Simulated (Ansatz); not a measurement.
## Band table of Ru (diamond type)

```xyz
2
Lattice="0.0000 2.5317 2.5317 2.5317 0.0000 2.5317 2.5317 2.5317 0.0000" Properties=species:S:1:pos:R:3 pbc="T T T"
Ru   -0.6329   -0.6329   -0.6329
Ru    0.6329    0.6329    0.6329
```

The cell comes from a relaxation on PAW files under the same functional, begun from a prototype that needn't be the stable phase.

Computed with Ansatz 0.2.0; functional PBE, scalar-relativistic. Settings: a Γ-centred 14×14×14 k mesh, Fermi–Dirac smearing of 0.05 eV, no spin polarisation. Methods: LAPW: all electrons, basis error target 1 meV/atom.

This run: volume at 0.8 of the series' base cell.

Path points, in fractions of the reciprocal vectors: Γ (0.000, 0.000, 0.000), X (0.500, 0.000, 0.500), U (0.625, 0.250, 0.625), K (0.375, 0.375, 0.750), L (0.500, 0.500, 0.500), W (0.500, 0.250, 0.750). The distance column jumps between branches of the path. Levels in eV from the Fermi level; bands 27 to 39, counted from the lowest band of the run. The gap is zero, the pressure 61.3 GPa.

```
# k(1/Å) point b27 b28 b29 b30 b31 b32 b33 b34 b35 b36 b37 b38 b39
0.000 Γ -6.57 -5.14 -5.14 -4.00 -4.00 -4.00 -0.53 -0.53 -0.53 2.65 2.65 13.17 13.67
0.155 - -6.46 -5.30 -5.08 -4.01 -4.01 -3.81 -0.78 -0.49 -0.49 2.55 2.73 12.31 13.60
0.310 - -6.11 -5.60 -4.91 -4.03 -4.03 -3.39 -1.40 -0.37 -0.37 2.25 2.88 11.51 13.04
0.465 - -5.90 -5.55 -4.62 -4.08 -4.08 -2.90 -2.19 -0.12 -0.12 1.78 2.99 10.91 11.75
0.620 - -6.14 -4.87 -4.23 -4.17 -4.17 -2.94 -2.39 0.27 0.27 1.18 3.01 10.23 10.23
0.776 - -6.27 -4.50 -4.27 -4.27 -3.74 -3.19 -1.91 0.48 0.80 0.80 3.00 8.74 8.74
0.931 - -6.27 -4.91 -4.36 -4.36 -3.16 -2.52 -1.50 -0.27 1.43 1.43 3.05 7.18 7.41
1.086 - -6.14 -5.43 -4.43 -4.43 -2.51 -1.74 -1.25 -1.04 2.05 2.05 3.36 5.49 6.38
1.241 X -5.86 -5.86 -4.46 -4.46 -1.79 -1.79 -1.28 -1.28 2.34 2.34 4.16 4.16 5.95
1.296 - -5.88 -5.85 -4.46 -4.42 -1.80 -1.79 -1.30 -1.28 2.34 2.35 4.14 4.17 5.87
1.351 - -5.93 -5.83 -4.49 -4.31 -1.82 -1.79 -1.35 -1.28 2.36 2.40 4.10 4.20 5.66
1.405 - -6.00 -5.80 -4.52 -4.16 -1.85 -1.80 -1.44 -1.28 2.39 2.48 4.04 4.25 5.35
1.460 - -6.08 -5.75 -4.57 -3.97 -1.89 -1.80 -1.55 -1.27 2.42 2.57 3.97 4.32 4.95
1.515 - -6.15 -5.69 -4.64 -3.76 -1.93 -1.80 -1.69 -1.26 2.47 2.67 3.90 4.35 4.57
1.570 - -6.21 -5.63 -4.71 -3.55 -1.98 -1.85 -1.81 -1.24 2.52 2.74 3.87 3.95 4.59
1.625 - -6.25 -5.55 -4.80 -3.34 -2.03 -2.02 -1.81 -1.20 2.58 2.75 3.45 3.91 4.74
1.680 U -6.27 -5.46 -4.89 -3.15 -2.21 -2.07 -1.80 -1.15 2.63 2.67 2.93 4.05 4.92
2.439 K -6.27 -5.46 -4.89 -3.15 -2.21 -2.07 -1.80 -1.15 2.63 2.67 2.93 4.05 4.92
2.604 - -6.21 -5.18 -5.18 -2.81 -2.79 -2.21 -1.76 -0.81 1.42 2.14 2.81 4.91 5.64
2.769 - -5.97 -5.44 -4.91 -3.31 -2.88 -2.35 -1.67 -0.56 0.48 1.47 2.95 6.15 6.64
2.933 - -5.62 -5.62 -4.79 -3.65 -3.32 -2.53 -1.50 -1.14 0.83 0.87 3.02 7.63 7.93
3.098 - -5.68 -5.36 -4.88 -3.89 -3.74 -2.78 -1.48 -1.29 0.29 1.49 3.01 9.20 9.48
3.262 - -5.63 -5.58 -5.02 -4.10 -3.77 -3.11 -1.43 -1.04 -0.10 2.01 2.93 10.49 11.18
3.427 - -6.07 -5.47 -5.11 -4.05 -3.85 -3.48 -1.09 -0.79 -0.36 2.38 2.81 11.33 12.80
3.591 - -6.44 -5.26 -5.14 -4.01 -3.95 -3.83 -0.70 -0.60 -0.49 2.59 2.70 12.23 13.59
3.756 Γ -6.57 -5.14 -5.14 -4.00 -4.00 -4.00 -0.53 -0.53 -0.53 2.65 2.65 13.17 13.67
3.890 - -6.49 -5.18 -5.18 -4.01 -3.92 -3.92 -0.63 -0.55 -0.55 2.65 2.65 12.41 13.69
4.024 - -6.23 -5.27 -5.27 -4.02 -3.75 -3.75 -0.88 -0.60 -0.60 2.63 2.63 11.57 13.75
4.159 - -5.86 -5.33 -5.33 -3.99 -3.61 -3.61 -1.23 -0.61 -0.61 2.59 2.59 10.63 12.42
4.293 - -5.46 -5.33 -5.33 -3.88 -3.58 -3.58 -1.57 -0.51 -0.51 2.51 2.51 9.20 11.57
4.427 - -5.25 -5.25 -5.15 -3.71 -3.71 -3.69 -1.71 -0.28 -0.28 2.38 2.38 7.48 11.20
4.562 - -5.10 -5.10 -4.98 -3.95 -3.95 -3.60 -1.43 0.02 0.02 2.22 2.22 5.84 11.02
4.696 - -4.89 -4.89 -4.89 -4.25 -4.25 -3.66 -0.84 0.30 0.30 2.06 2.06 4.53 10.95
4.830 L -4.86 -4.70 -4.70 -4.47 -4.47 -3.70 -0.51 0.42 0.42 1.98 1.98 3.97 10.92
4.940 - -5.09 -4.87 -4.72 -4.32 -4.16 -3.63 -0.51 0.33 0.42 1.98 2.03 3.97 10.98
5.050 - -5.42 -5.11 -4.67 -4.12 -3.73 -3.43 -0.55 0.07 0.49 1.99 2.17 3.94 10.87
5.159 - -5.70 -5.35 -4.59 -3.89 -3.29 -3.19 -0.70 -0.29 0.75 2.01 2.35 3.90 10.00
5.269 - -5.92 -5.58 -4.46 -3.63 -2.97 -2.88 -0.94 -0.67 1.21 2.07 2.54 3.85 8.72
5.379 - -6.07 -5.77 -4.30 -3.36 -2.87 -2.53 -1.22 -0.99 1.85 2.20 2.72 3.82 7.46
5.488 - -6.15 -5.93 -4.09 -3.17 -2.84 -2.24 -1.50 -1.22 2.45 2.58 2.93 3.83 6.29
5.598 - -6.17 -6.05 -3.84 -3.30 -2.63 -2.14 -1.65 -1.38 2.73 2.89 3.63 3.98 5.27
5.708 W -6.13 -6.13 -3.57 -3.57 -2.34 -2.34 -1.54 -1.54 2.90 2.90 4.40 4.40 4.68
5.785 - -6.13 -6.13 -3.61 -3.61 -2.30 -2.30 -1.54 -1.54 2.88 2.88 4.34 4.34 4.78
5.863 - -6.10 -6.10 -3.73 -3.73 -2.20 -2.20 -1.53 -1.53 2.82 2.82 4.24 4.24 4.98
5.940 - -6.06 -6.06 -3.89 -3.89 -2.07 -2.07 -1.50 -1.50 2.73 2.73 4.18 4.18 5.20
6.018 - -6.01 -6.01 -4.06 -4.06 -1.96 -1.96 -1.46 -1.46 2.62 2.62 4.15 4.15 5.42
6.096 - -5.96 -5.96 -4.21 -4.21 -1.88 -1.88 -1.41 -1.41 2.51 2.51 4.14 4.14 5.62
6.173 - -5.91 -5.91 -4.34 -4.34 -1.83 -1.83 -1.35 -1.35 2.42 2.42 4.15 4.15 5.79
6.251 - -5.87 -5.87 -4.43 -4.43 -1.80 -1.80 -1.30 -1.30 2.36 2.36 4.15 4.15 5.91
6.328 X -5.86 -5.86 -4.46 -4.46 -1.79 -1.79 -1.28 -1.28 2.34 2.34 4.16 4.16 5.95
```
